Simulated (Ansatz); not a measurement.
**InSe: single point with PBE**

InSe:

```
CELL_PARAMETERS angstrom
5.82639 -2.05465 0.00000
5.82639 2.05465 0.00000
-1.72323 0.00000 4.77135
ATOMIC_POSITIONS crystal
In 0.88724 0.89220 0.04834
In 0.11415 0.11690 0.94926
Se 0.65427 0.66400 0.67205
Se 0.34810 0.33740 0.33682
```

The cell comes from a database or a generator and needn't be the stable form of this composition.

The cell isn't the ideal one: atoms moved at random, drawn with an rms of 0.05 Å.

- Program: Ansatz 0.2.0
- Task: single point
- Functional: PBE
- Potentials or basis: Ansatz PAW
- Cutoff: 420 eV (not typed: the program's choice for these potentials)
- k mesh: 7 × 7 × 6
- Occupations: fermi-dirac, width 0.05 eV
- Spin: no spin polarisation

* Pressure: 1.7 GPa
* Largest force: 0.576 eV/Å
* Band gap on the k mesh: 1.03 eV, indirect (least direct gap 1.15 eV)

Forces on the atoms (eV/Å):
```
In   0.229 -0.123 -0.070
In  -0.432  0.066  0.376
Se   0.351 -0.123 -0.424
Se  -0.148  0.179  0.118
```

Stress tensor (GPa, compression positive):
```
 1.11 -0.26 -0.50
-0.26  2.42  0.55
-0.50  0.55  1.65
```

Levels at points of the mesh, in eV from the valence-band top:
```
            k point  band 25  band 26  band 27  band 28  band 29  band 30  band 31  band 32  band 33  band 34
 (0.00, 0.00, 0.00)    -3.64    -2.18    -2.05    -1.39    -1.27     2.60     2.93     3.56     4.96     5.40
(0.00, 0.00, -0.50)    -2.17    -1.90    -1.53    -1.14    -0.34     1.03     2.13     3.46     3.98     6.26
```

Run time: 27 s on 2 threads of Arm Neoverse V2, on a shared host, peak memory 0.67 GiB.

Caveat: odd divisions of the mesh miss points on the zone boundary, where band edges often lie, so the gap on the mesh can be too wide; spin-orbit coupling is left out, which moves the levels of the heavy elements. A k mesh can miss the band edges.
